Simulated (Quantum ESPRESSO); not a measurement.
# MgO (Fm-3m) in Quantum ESPRESSO: a series of runs

Aim: see how the results for MgO move with the level of theory and the settings. Levels: AM05, PBE. Tasks: dielectric tensor, phonons.

All numbers are computed with Quantum ESPRESSO 7.5; they aren't measurements. Logs are shortened: lines on timing, memory, paths and dates and some standing lists are left out, and cuts for length are marked.

**The experiment to reproduce.**

From “Infrared Optical Properties of Ferropericlase (Mg1-xFexO): Experiment and Theory”, 2007, arxiv:0704.2267, for a bulk crystal of MgO at 295 K: high-frequency dielectric constant 2.95 ± 0.1.

The results are compared with them further down.

## Step 1: The crystal as given

The structure is cubic, space group Fm-3m (No. 225). The conventional cell has a = 4.194 Å, b = 4.194 Å, c = 4.194 Å, α = 90.00°, β = 90.00°, γ = 90.00°. Around Mg (site symmetry m-3m) lie 6 O at 2.10 Å. O (site symmetry m-3m) has 6 Mg at 2.10 Å as nearest neighbours.

The cell is a database's computed one.

## Step 2: Dielectric tensor, AM05

The input, pw.in:

```
&CONTROL
  calculation = 'scf'
  prefix = 'pwscf'
  outdir = './tmp'
  pseudo_dir = './pseudo'
  tprnfor = .true.
  tstress = .true.
  disk_io = 'low'
/
&SYSTEM
  ibrav = 0
  nat = 2
  ntyp = 2
  ecutwfc = 84
  nbnd = 14
  input_dft = 'XC-000I-000I-120L-135L-000I-000I'
  occupations = 'smearing'
  smearing = 'fd'
  degauss = 0.00367493
/
&ELECTRONS
  conv_thr = 4d-10
  electron_maxstep = 120
  mixing_beta = 0.5
/
ATOMIC_SPECIES
Mg    24.3050 Mg.upf
O     15.9990 O.upf
CELL_PARAMETERS angstrom
   0.0000000000    2.0970013927    2.0970013927
   2.0970013927    0.0000000000    2.0970013927
   2.0970013927    2.0970013927    0.0000000000
ATOMIC_POSITIONS crystal
Mg     0.0000000000    0.0000000000    0.0000000000
O      0.5000000000    0.5000000000    0.5000000000
K_POINTS automatic
8 8 8 1 1 1
```

The input, scf2.in:

```
&CONTROL
  calculation = 'scf'
  prefix = 'pwscf'
  outdir = './tmp'
  pseudo_dir = './pseudo'
  tprnfor = .true.
  tstress = .true.
  disk_io = 'low'
/
&SYSTEM
  ibrav = 0
  nat = 2
  ntyp = 2
  ecutwfc = 84
  nbnd = 14
  input_dft = 'XC-000I-000I-120L-135L-000I-000I'
  occupations = 'fixed'
/
&ELECTRONS
  conv_thr = 1d-13
  electron_maxstep = 120
  mixing_beta = 0.5
  startingpot = 'file'
  startingwfc = 'file'
/
ATOMIC_SPECIES
Mg    24.3050 Mg.upf
O     15.9990 O.upf
CELL_PARAMETERS angstrom
   0.0000000000    2.0970013927    2.0970013927
   2.0970013927    0.0000000000    2.0970013927
   2.0970013927    2.0970013927    0.0000000000
ATOMIC_POSITIONS crystal
Mg     0.0000000000    0.0000000000    0.0000000000
O      0.5000000000    0.5000000000    0.5000000000
K_POINTS automatic
8 8 8 1 1 1
```

The input, ph.in:

```
dielectric of MgO
&INPUTPH
  prefix = 'pwscf'
  outdir = './tmp'
  tr2_ph = 1d-18
  fildyn = 'dyn'
  niter_ph = 90
  alpha_mix(1) = 0.7
  epsil = .true.
  trans = .false.
  zeu = .true.
/
0.0000000000 0.0000000000 0.0000000000
```

Potentials or basis: PseudoDojo 0.4.1 SR PBE standard.

Run with:

```sh
$ OMP_NUM_THREADS=1 pw.x -in pw.in > pw.out
$ OMP_NUM_THREADS=1 pw.x -in scf2.in > scf2.out
$ OMP_NUM_THREADS=1 ph.x -in ph.in > ph.out
```

pw.out:

```text
This program is part of the open-source Quantum ESPRESSO suite
     for quantum simulation of materials; please cite
         "P. Giannozzi et al., J. Phys.:Condens. Matter 21 395502 (2009);
         "P. Giannozzi et al., J. Phys.:Condens. Matter 29 465901 (2017);
         "P. Giannozzi et al., J. Chem. Phys. 152 154105 (2020);
     in publications or presentations arising from this work. More details at

     IMPORTANT: XC functional enforced from input :
     Exchange-correlation= XC-000I-000I-120L-135L-000I-000I
                           (   0   0 120 135   0   0   0)
     Any further DFT definition will be discarded
     Please, verify this is what you really want

     Message from routine setup:
     using ibrav=0 with symmetry is DISCOURAGED, use correct ibrav instead

     G-vector sticks info
     --------------------
     sticks:   dense  smooth     PW     G-vecs:    dense   smooth      PW
     Sum         733     733    235                12939    12939    2277

     Using Slab Decomposition

     bravais-lattice index     =            0
     lattice parameter (alat)  =       5.6042  a.u.
     unit-cell volume          =     124.4580 (a.u.)^3
     number of atoms/cell      =            2
     number of atomic types    =            2
     number of electrons       =        16.00
     number of Kohn-Sham states=           14
     kinetic-energy cutoff     =      84.0000  Ry
     charge density cutoff     =     336.0000  Ry
     scf convergence threshold =      4.0E-10
     mixing beta               =       0.5000
     number of iterations used =            8  plain     mixing
     Exchange-correlation= XC-000I-000I-120L-135L-000I-000I
                           (   0   0 120 135   0   0   0)

     celldm(1)=   5.604187  celldm(2)=   0.000000  celldm(3)=   0.000000
     celldm(4)=   0.000000  celldm(5)=   0.000000  celldm(6)=   0.000000

     crystal axes: (cart. coord. in units of alat)
               a(1) = (   0.000000   0.707107   0.707107 )
               a(2) = (   0.707107   0.000000   0.707107 )
               a(3) = (   0.707107   0.707107   0.000000 )

     reciprocal axes: (cart. coord. in units 2 pi/alat)
               b(1) = ( -0.707107  0.707107  0.707107 )
               b(2) = (  0.707107 -0.707107  0.707107 )
               b(3) = (  0.707107  0.707107 -0.707107 )

     PseudoPot. # 1 for Mg read from file:
     Mg.upf
     Pseudo is Norm-conserving, Zval = 10.0
     Generated using ONCVPSP code by D. R. Hamann
     Using radial grid of 1510 points,  4 beta functions with:
                l(1) =   0
                l(2) =   0
                l(3) =   1
                l(4) =   1

     PseudoPot. # 2 for O  read from file:
     O.upf
     Pseudo is Norm-conserving + core correction, Zval =  6.0
     Generated using ONCVPSP code by D. R. Hamann
     Using radial grid of  936 points,  5 beta functions with:
                l(1) =   0
                l(2) =   0
                l(3) =   1
                l(4) =   1
                l(5) =   2

     atomic species   valence    mass     pseudopotential
     Mg               10.00    24.30500     Mg( 1.00)
     O                 6.00    15.99900     O ( 1.00)

     48 Sym. Ops., with inversion, found

   Cartesian axes

     site n.     atom                  positions (alat units)
         1        Mg     tau(   1) = (   0.0000000   0.0000000   0.0000000  )
         2        O      tau(   2) = (   0.7071068   0.7071068   0.7071068  )

     number of k points=    60  Fermi-Dirac smearing, width (Ry)=  0.0037
                       cart. coord. in units 2pi/alat
        k(    1) = (   0.0441942   0.0441942   0.0441942), wk =   0.0078125
        k(    2) = (   0.1325825   0.1325825  -0.0441942), wk =   0.0234375
        k(    3) = (   0.2209709   0.2209709  -0.1325825), wk =   0.0234375
        k(    4) = (   0.3093592   0.3093592  -0.2209709), wk =   0.0234375
        k(    5) = (  -0.3093592  -0.3093592   0.3977476), wk =   0.0234375
        k(    6) = (  -0.2209709  -0.2209709   0.3093592), wk =   0.0234375
[... 52 lines left out ...]
        k(   59) = (   0.3093592   0.3093592   0.3093592), wk =   0.0078125
        k(   60) = (  -0.3093592  -0.3093592   0.9280777), wk =   0.0234375

     Dense  grid:    12939 G-vectors     FFT dimensions: (  36,  36,  36)

     WARNING: libxc functional with ID  120 depends
      on external parameters: check the user_guide of
      QE if you need to modify them or to check their
      default values.

     WARNING: libxc functional with ID  135 depends
      on external parameters: check the user_guide of
      QE if you need to modify them or to check their
      default values.

     Initial potential from superposition of free atoms

     starting charge      15.9992, renormalised to      16.0000
     Starting wfcs are    9 randomized atomic wfcs +    5 random wfcs

     Self-consistent Calculation

     iteration #  1     ecut=    84.00 Ry     beta= 0.50
     Davidson diagonalization with overlap
     ethr =  1.00E-02,  avg # of iterations =  5.1

     total energy              =    -151.47908612 Ry
     estimated scf accuracy    <       0.32998927 Ry
[... 50 lines left out ...]
     iteration #  9     ecut=    84.00 Ry     beta= 0.50
     Davidson diagonalization with overlap
     ethr =  4.54E-12,  avg # of iterations =  2.0

     End of self-consistent calculation

          k = 0.0442 0.0442 0.0442 (  1633 PWs)   bands (ev):

   -63.8025 -30.4476 -30.4443 -30.4443  -9.0294   7.9100   8.1635   8.1635
    13.2376  23.4262  24.1756  24.1756  28.5968  29.5679
[... 128 lines left out ...]
   -63.7904 -30.5225 -30.4766 -30.4745  -7.4800   4.1024   6.7107   6.8483
    17.3849  18.3606  21.2783  27.1672  27.1963  34.1822

          k =-0.5745 0.1326-0.0442 (  1625 PWs)   bands (ev):

   -63.7913 -30.5163 -30.4775 -30.4714  -7.5692   4.3448   6.5148   6.8943
    17.9941  18.6645  21.2683  26.2803  27.3091  34.0460

          k =-0.4861 0.2210-0.1326 (  1621 PWs)   bands (ev):

   -63.7924 -30.5184 -30.4731 -30.4625  -7.6673   4.3111   6.4561   7.1976
    17.7358  19.7949  21.9254  25.6019  27.5661  32.0696

          k =-0.4861 0.0442 0.0442 (  1625 PWs)   bands (ev):

   -63.7930 -30.5086 -30.4690 -30.4679  -7.8183   4.6084   7.0047   7.0956
    17.7250  18.1622  21.9627  26.5448  26.6342  33.3651

          k =-0.3977 0.1326-0.0442 (  1622 PWs)   bands (ev):

   -63.7949 -30.5012 -30.4654 -30.4592  -8.0373   4.9685   7.0559   7.3674
    17.0572  19.1732  22.9397  25.8540  26.4957  31.8172

          k =-0.3094 0.0442 0.0442 (  1614 PWs)   bands (ev):
[... 141 lines left out ...]
   -63.7928 -30.5329 -30.4629 -30.4554  -7.6483   3.7136   6.9542   7.4499
    16.7740  20.7051  23.1183  24.9709  29.6595  30.7911

     the Fermi energy is    10.4855 ev

!    total energy              =    -151.57643145 Ry
     estimated scf accuracy    <          3.4E-11 Ry
     smearing contrib. (-TS)   =       0.00000000 Ry
     internal energy E=F+TS    =    -151.57643145 Ry

     The total energy is F=E-TS. E is the sum of the following terms:
     one-electron contribution =     -73.55724221 Ry
     hartree contribution      =      41.08187997 Ry
     xc contribution           =     -23.92630352 Ry
     ewald contribution        =     -95.17476569 Ry

     convergence has been achieved in   9 iterations

     Forces acting on atoms (cartesian axes, Ry/au):

     atom    1 type  1   force =    -0.00000000    0.00000000   -0.00000000
     atom    2 type  2   force =     0.00000000    0.00000000    0.00000000

     Total force =     0.000000     Total SCF correction =     0.000000

     Computing stress (Cartesian axis) and pressure

          total   stress  (Ry/bohr**3)                   (kbar)     P=       34.86
   0.00023697   0.00000000   0.00000000           34.86        0.00        0.00
  -0.00000000   0.00023697  -0.00000000           -0.00       34.86       -0.00
   0.00000000  -0.00000000   0.00023697            0.00       -0.00       34.86

=------------------------------------------------------------------------------=
   JOB DONE.
=------------------------------------------------------------------------------=
```

scf2.out:

```text
This program is part of the open-source Quantum ESPRESSO suite
     for quantum simulation of materials; please cite
         "P. Giannozzi et al., J. Phys.:Condens. Matter 21 395502 (2009);
         "P. Giannozzi et al., J. Phys.:Condens. Matter 29 465901 (2017);
         "P. Giannozzi et al., J. Chem. Phys. 152 154105 (2020);
[... 510 lines left out ...]
   0.00000000   0.00023680   0.00000000            0.00       34.83        0.00
   0.00000000   0.00000000   0.00023680            0.00        0.00       34.83

=------------------------------------------------------------------------------=
   JOB DONE.
=------------------------------------------------------------------------------=
```

ph.out:

```text
This program is part of the open-source Quantum ESPRESSO suite
     for quantum simulation of materials; please cite
         "P. Giannozzi et al., J. Phys.:Condens. Matter 21 395502 (2009);
         "P. Giannozzi et al., J. Phys.:Condens. Matter 29 465901 (2017);
         "P. Giannozzi et al., J. Chem. Phys. 152 154105 (2020);
     in publications or presentations arising from this work. More details at

     WARNING: libxc functional with ID  120 depends
[... 223 lines left out ...]
      E*z (       -0.00000       -0.00000       -1.98345 )

     INITIALIZATION:

     DIELECTRIC CONSTANT AND EFFECTIVE CHARGES:

      Additional routines

=------------------------------------------------------------------------------=
   JOB DONE.
=------------------------------------------------------------------------------=
```

Wall time 3 min (1 thread of Arm Neoverse V1, shared host); peak memory 0.06 GiB.

What came out:

| Property | Result |
| --- | --- |
| Free energy | -2062.3024 eV |
| Pressure | 3.5 GPa |
| Electronic dielectric tensor (diagonal) | 3.22 |
| Born charges (mean of the diagonal) | Mg +1.98; O -1.98 e |

Electronic dielectric tensor:
```
3.22 0.00 0.00
0.00 3.22 0.00
0.00 0.00 3.22
```

Born effective charge tensors (e):
atom 1, Mg
```
1.98 0.00 0.00
0.00 1.98 0.00
0.00 0.00 1.98
```
atom 2, O
```
-1.98  0.00  0.00
 0.00 -1.98  0.00
 0.00  0.00 -1.98
```

Caveat: the potentials were made for another functional, which shifts forces and pressure; the cell is more than 3 GPa from zero pressure, which shifts response properties.

(Continued in part 2 of 4.)
